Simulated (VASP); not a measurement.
Ni, 2 atoms in the cell. It takes space group Im-3m (No. 229, cubic). Conventional cell: a = 2.569 Å, b = 2.569 Å, c = 2.569 Å, α = 90.00°, β = 90.00°, γ = 90.00°. Ni (site symmetry m-3m) has 8 Ni at 2.22 Å as nearest neighbours. This isn't the form of Ni at room conditions, which is fcc. The cell isn't the ideal one: volume scaled by 0.8.

* Program: VASP 6.6.1
* Task: relaxation of cell and atoms
* Functional: SCAN
* Potentials or basis: VASP PAW PBE potentials, release 64 (Ni_pv)
* Cutoff: 600 eV
* k mesh: 10 × 10 × 10
* Occupations: fermi-dirac, width 0.05 eV
* Spin: collinear spin, antiferromagnetic start
* Starting moments: [1.0, -1.0] μB
* Hubbard terms: Ni d U = 4 eV, J = 1.0 eV
* LDAUTYPE: 2
* Hund's J: 1
* Supercell matrix: [0, 1, 1, 1, 0, 1, 1, 1, 0]
* Further INCAR settings: ALGO = Normal; EDIFF = 1e-06; IBRION = 2; EDIFFG = -0.01; NSW = 60; ISIF = 3

Potentials or basis: VASP PAW PBE potentials, release 64 (Ni_pv).

Run with:

```sh
$ cat potpaw_PBE.64/Ni_pv/POTCAR > POTCAR
$ mpirun -np 1 vasp_std > vasp.out
```

Hardware: 1 thread of Intel(R) Xeon(R) Platinum 8375C CPU @ 2.90GHz (Ice Lake) (shared host).

Problem. Estimate the wall time of this run.

Solution. Wall time 11 min on 1 thread of Intel(R) Xeon(R) Platinum 8375C CPU @ 2.90GHz (Ice Lake) (shared host), peak memory 0.18 GiB. Counts: scf iterations 56, k points 56, ion steps 3.
